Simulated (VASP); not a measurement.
A run of VASP 6.6.1:

The input INCAR:

```
PREC = Accurate
ENCUT = 520
EDIFF = 1E-7
ISMEAR = 0
SIGMA = 0.02
LREAL = F
LASPH = T
NELM = 100
ALGO = Normal
ISIF = 3
LWAVE = F
LCHARG = F
GGA = PE
IBRION = 2
NSW = 80
EDIFFG = -0.002
PSTRESS = 66.6
```

KPOINTS

```
regular mesh
0
Gamma
  2 2 2
```

POSCAR

```
NaCl
1.0
    0.0000000000      2.8100000000      2.8100000000
    2.8100000000      0.0000000000      2.8100000000
    2.8100000000      2.8100000000      0.0000000000
Na Cl
1 1
Direct
    0.0000000000      0.0000000000      0.0000000000
    0.5000000000      0.5000000000      0.5000000000
```

Potentials or basis: VASP PAW PBE potentials, release 64 (Na_pv, Cl).

Launch:

```bash
$ cat potpaw_PBE.64/Na_pv/POTCAR potpaw_PBE.64/Cl/POTCAR > POTCAR
$ mpirun -np 1 vasp_std > vasp.out
```

Hardware: 1 thread of Intel(R) Xeon(R) 6975P-C (Granite Rapids) (shared host).

Problem. Estimate the wall time of this run.

Solution. Run time: 6.7 s on 1 thread of Intel(R) Xeon(R) 6975P-C (Granite Rapids), on a shared host, peak memory 0.15 GiB. Counts: scf iterations 45, k points 3, ion steps 5.
